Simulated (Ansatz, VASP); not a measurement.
ZrC: VASP beside Ansatz

The input INCAR:

```
SYSTEM = ZrC
PREC = Accurate ; ENCUT = 520
EDIFF = 1E-7 ; ISMEAR = -1
SIGMA = 0.05 ; LREAL = .False.
LASPH = .True. ; NELM = 80
ALGO = Normal ; ISIF = 2
LWAVE = .False. ; LCHARG = .False.
GGA = PE ; NBANDS = 24
```

The input KPOINTS:

```
regular mesh
0
Gamma
  9 9 5
  0 0 0
```

Contents of POSCAR:

```
ZrC
1.0
    3.3222430439      0.0000000000      0.0000000000
   -1.6611215219      2.8771468735      0.0000000000
    0.0000000000      0.0000000000      5.1820624332
Zr C
2 2
Direct
    0.6666666667      0.3333333333      0.7500000000
    0.3333333333      0.6666666667      0.2500000000
    0.0000000000      0.0000000000      0.5000000000
    0.0000000000      0.0000000000      0.0000000000
```

File input.yaml:

```yaml
crystal:
  lattice:
    - [3.3222430439, 0.0, 0.0]
    - [-1.6611215219, 2.8771468735, 0.0]
    - [0.0, 0.0, 5.1820624332]
  atoms:
    - { symbol: Zr, position: [0.6666666667, 0.3333333333, 0.75] }
    - { symbol: Zr, position: [0.3333333333, 0.6666666667, 0.25] }
    - { symbol: C, position: [0.0, 0.0, 0.5] }
    - { symbol: C, position: [0.0, 0.0, 0.0] }
hamiltonian:
  xc: pbe
  pseudopotentials: { kind: paw }
kpoints:
  mp_grid: { grid: [9, 9, 5] }
scf:
  occupations: { method: fermi_dirac, width: 0.05 }
output:
  forces: true
  stress: true
  eigenvalues: true
  write_density: true
  write_potential: true
  elf: true
  volumetric_format: npy
```

The cell comes from a database or a generator and needn't be the stable form of this composition.

Alike in both runs: task single point; functional PBE; k mesh 9 × 9 × 5; occupations fermi-dirac, width 0.05 eV; no spin polarisation.

```csv
,VASP,Ansatz
version,VASP 6.6.1,Ansatz 0.2.0
potentials or method,"VASP PAW PBE potentials, release 64 (Zr_sv, C)",Ansatz PAW
plane-wave cutoff (eV),520,420
valence electrons in the cell,32,32
```

```tsv
	VASP	Ansatz	Ansatz less VASP
gap on the k mesh at the Fermi level (eV)	none	none	-
pressure (GPa)	12.8	12.5	-0.27
largest component of the traceless stress (GPa)	1.38	1.39	+0.011
```

A gap of «none» marks a metal or a gap that the smearing closes.
